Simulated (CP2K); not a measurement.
Here is a CP2K 2026.2 calculation.

File la2o3_pdos.inp:

```
&GLOBAL
  PROJECT la2o3_pdos
  RUN_TYPE ENERGY_FORCE
  PRINT_LEVEL LOW
&END GLOBAL
&FORCE_EVAL
  METHOD QS
  STRESS_TENSOR ANALYTICAL
  &DFT
    BASIS_SET_FILE_NAME BASIS_MOLOPT_UCL
    BASIS_SET_FILE_NAME BASIS_MOLOPT
    POTENTIAL_FILE_NAME GTH_POTENTIALS
    PLUS_U_METHOD MULLIKEN
    &MGRID
      CUTOFF 600
      REL_CUTOFF 60
      NGRIDS 4
    &END MGRID
    &QS
      METHOD GPW
      EPS_DEFAULT 1.0E-9
    &END QS
    &KPOINTS
      SCHEME MONKHORST-PACK 6 6 4
      GAMMA_CENTERED T
      SYMMETRY T
      SYMMETRY_BACKEND SPGLIB
    &END KPOINTS
    &SCF
      SCF_GUESS ATOMIC
      EPS_SCF 1.0E-6
      MAX_SCF 100
      ADDED_MOS 26
      CHOLESKY OFF
      EPS_EIGVAL 1.0E-7
      &DIAGONALIZATION ON
        ALGORITHM STANDARD
      &END DIAGONALIZATION
      &MIXING ON
        METHOD BROYDEN_MIXING
        ALPHA 0.4
        BETA 1.5
        NBUFFER 8
      &END MIXING
      &SMEAR ON
        METHOD FERMI_DIRAC
        ELECTRONIC_TEMPERATURE [K] 580.226
      &END SMEAR
    &END SCF
    &XC
      &XC_FUNCTIONAL PBE
      &END XC_FUNCTIONAL
    &END XC
    &PRINT
      &KPOINTS ON
      &END KPOINTS
      &MULLIKEN ON
      &END MULLIKEN
      &MO ON
        ENERGIES T
        OCCUPATION_NUMBERS T
        &EACH
          QS_SCF 0
        &END EACH
        ADD_LAST NUMERIC
      &END MO
      &DOS ON
        &PDOS
          COMPONENTS F
        &END PDOS
        &CURVE
          ENERGY_UNIT EV
          ENERGY_ZERO ABSOLUTE
          &BROADEN
            TYPE GAUSSIAN
            WIDTH [eV] 0.1
          &END BROADEN
        &END CURVE
        DELTA_E 0.001837
      &END DOS
    &END PRINT
  &END DFT
  &SUBSYS
    &CELL
      ABC 3.9307778780 3.9307778780 6.1119535200
      ALPHA_BETA_GAMMA 90.0000000000 90.0000000000 119.9999999999
      PERIODIC XYZ
    &END CELL
    &COORD
      SCALED
      La  0.3333333333 0.6666666667 0.2462356800
      La  0.6666666667 0.3333333333 0.7537643200
      O   0.0000000000 0.0000000000 0.0000000000
      O   0.3333333333 0.6666666667 0.6458906500
      O   0.6666666667 0.3333333333 0.3541093500
    &END COORD
    &KIND La
      BASIS_SET DZVP-MOLOPT-SR-GTH-q11
      POTENTIAL GTH-PBE-q11
      &DFT_PLUS_U
        L 3
        U_MINUS_J [eV] 6.0
      &END DFT_PLUS_U
    &END KIND
    &KIND O
      BASIS_SET DZVP-MOLOPT-SR-GTH-q6
      POTENTIAL GTH-PBE-q6
    &END KIND
    &PRINT
      &ATOMIC_COORDINATES ON
      &END ATOMIC_COORDINATES
      &CELL ON
      &END CELL
    &END PRINT
  &END SUBSYS
  &PRINT
    &FORCES ON
    &END FORCES
    &STRESS_TENSOR ON
    &END STRESS_TENSOR
  &END PRINT
&END FORCE_EVAL
```

Potentials or basis: GTH_POTENTIALS La GTH-PBE-q11, O GTH-PBE-q6; DZVP-MOLOPT-SR-GTH basis.

Launch:

```sh
$ OMP_NUM_THREADS=1 mpirun -n 4 cp2k.psmp -i la2o3_pdos.inp -o la2o3_pdos.out
```

Predict the Mulliken charges.

La +1.17; O -0.81, -0.76 e.

Estimate the band gap on the k mesh.

3.92 eV, direct.

Forces in eV/Å, atoms in the order of the input:
```
La   0.000  0.000 -0.048
La   0.000  0.000  0.048
O    0.000  0.000  0.000
O    0.000  0.000 -0.014
O    0.000  0.000  0.014
```

Caveat: this program's U acts on Mulliken populations of all basis functions of the shell, so it isn't the U of plane-wave codes; energies scatter by some meV and the pressure isn't listed; spin-orbit coupling is left out, which moves the levels of the heavy elements; the basis of atomic orbitals isn't converged, which shifts pressures, moduli and gaps. A k mesh can miss the band edges.
